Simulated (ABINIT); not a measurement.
Crystal: C.

```
CELL_PARAMETERS angstrom
0.00000 1.78337 1.78337
1.78337 0.00000 1.78337
1.78337 1.78337 0.00000
ATOMIC_POSITIONS crystal
C 0.75000 0.75000 0.75000
C 0.50000 0.50000 0.50000
```

This isn't the form of C at room conditions, which is graphite.

Base run:

| Property | Result |
| --- | --- |
| Program | ABINIT 10.8.3 (patched build) |
| Functional | HLE16 |
| Potentials or basis | PseudoDojo NC SR PBE v0.4.1 standard |
| Cutoff | 1116 eV |
| k mesh | 13 × 13 × 13 |
| Occupations | fermi-dirac, width 0.05 eV |
| Spin | no spin polarisation |

Its results: band gap on the k mesh 4.91 eV, indirect (least direct gap 5.86 eV); pressure -97.4 GPa.

After a change of settings the same cell gave: band gap on the k mesh 4.27 eV, indirect (least direct gap 5.64 eV); pressure 4.0 GPa. Which change was it?
A. functional from HLE16 to PBE
B. functional from HLE16 to PBE; potentials or basis from PseudoDojo NC SR PBE v0.4.1 standard to SG15 NC PBE v1.2
C. functional from HLE16 to LDA-PZ; potentials or basis from PseudoDojo NC SR PBE v0.4.1 standard to JTH PAW LDA v2.0; cutoff from 1116 eV to 544 eV
D. functional from HLE16 to RPBE

D.

Caveats: the potentials were made for another functional, which shifts forces and pressure; the cell as given lies far from equilibrium (some runs); the potentials were made for a functional far from this one (some runs); so large a pressure means that the cell lies far from this level's equilibrium, or that cutoff or potentials fall short (some runs).
